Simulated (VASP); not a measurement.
Write the native input for VASP 6.6.1 that does the following.

```
Task                   : relaxation of cell and atoms
Functional             : PBEsol
Potentials or basis    : VASP PAW PBE potentials, release 64 (Te)
Cutoff                 : 600 eV
k mesh                 : 7 × 7 × 7
Occupations            : fermi-dirac, width 0.05 eV
Spin                   : no spin polarisation
Further INCAR settings : ALGO = Fast; EDIFF = 1e-06; IBRION = 2; EDIFFG = -0.01; NSW = 60; ISIF = 3
```

The structure of Te lies in POSCAR:

```
Te
1.0
    2.3059043427      1.3313144930      1.6909537039
   -2.3059043427      1.3313144930      1.6909537039
    0.0000000000     -2.6626289860      1.6909537039
Te
1
Direct
    0.5000000000      0.5000000000      0.5000000000
```

This isn't the form of Te at room conditions, which is trigonal, of chains.

The input as run:

INCAR

```
  PREC = Accurate
  ENCUT = 600
  EDIFF = 1E-6
  ISMEAR = -1
  SIGMA = 0.05
  LREAL = False
  LASPH = True
  NELM = 60
  ALGO = Fast
  ISIF = 3
  LWAVE = False
  LCHARG = False
  GGA = PS
  IBRION = 2
  NSW = 60
  EDIFFG = -0.01
```

KPOINTS

```
regular mesh
0
Gamma
  7 7 7
```

Potentials or basis: VASP PAW PBE potentials, release 64 (Te).

Launch:

```bash
$ cat potpaw_PBE.64/Te/POTCAR > POTCAR
$ mpirun -np 1 vasp_std > vasp.out
```

Results of the run:

```yaml
Relaxed_volume: 31.01 Å³/atom
Relaxed_cell: a = 3.146 Å, b = 3.146 Å, c = 3.146 Å, α = 93.07°, β = 93.07°, γ = 93.07°
Space_group_after_relaxing_to_0.05_Å: R-3m (No. 166)
Energy_gained_by_relaxing: 1.3 meV/atom
Ionic_steps: 8
Pressure_after_relaxing: 0.0 GPa
Band_gap_on_the_k_mesh: none (metal or under the smearing width)
```

Caveat: the PAW data sets were made with another functional, which shifts forces and pressure a little.

It took 18 s on 1 thread of Intel(R) Xeon(R) 6975P-C (Granite Rapids) (shared host), peak memory 0.17 GiB.
